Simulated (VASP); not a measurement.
The system is TePb.

```
Te Pb
1.0
     0.00000    3.23100    3.23100
     3.23100    0.00000    3.23100
     3.23100    3.23100    0.00000
Te Pb
1 1
Cartesian
  3.2310 3.2310 3.2310
  0.0000 0.0000 0.0000
```

* Program: VASP 6.6.1
* Task: relaxation of cell and atoms
* Functional: LDA
* Potentials or basis: VASP PAW LDA potentials, release 64 (Te, Pb_d)
* Cutoff: 600 eV
* k mesh: 8 × 8 × 8
* Occupations: gaussian, width 0.03 eV
* Spin: no spin polarisation

At the start: pressure -1.6 GPa; volume 33.73 Å³/atom.

Question: Where does the relaxation end?

Answer: Over 3 steps the energy falls by 6.2 meV/atom and the volume is 32.55 Å³/atom (-3.5 %); space group Fm-3m (No. 225, to 0.05 Å).

Step by step:
```
step  energy change (eV)  largest force (eV/Å)  pressure (GPa)  volume (Å³)
   1              0.0000                0.0000           -1.62        67.46
   2             -0.0103                0.0000            0.71        64.18
   3             -0.0123                0.0000           -0.01        65.09
```

Final structure:
```cif
data_structure
_symmetry_space_group_name_H-M 'P 1'
_symmetry_Int_Tables_number 1
_cell_length_a 4.5153
_cell_length_b 4.5153
_cell_length_c 4.5153
_cell_angle_alpha 60.000
_cell_angle_beta 60.000
_cell_angle_gamma 60.000
_cell_volume 65.09
loop_
_atom_site_label
_atom_site_type_symbol
_atom_site_fract_x
_atom_site_fract_y
_atom_site_fract_z
_atom_site_occupancy
Te1 Te 0.50000 0.50000 0.50000 1
Pb1 Pb 0.00000 0.00000 0.00000 1
```
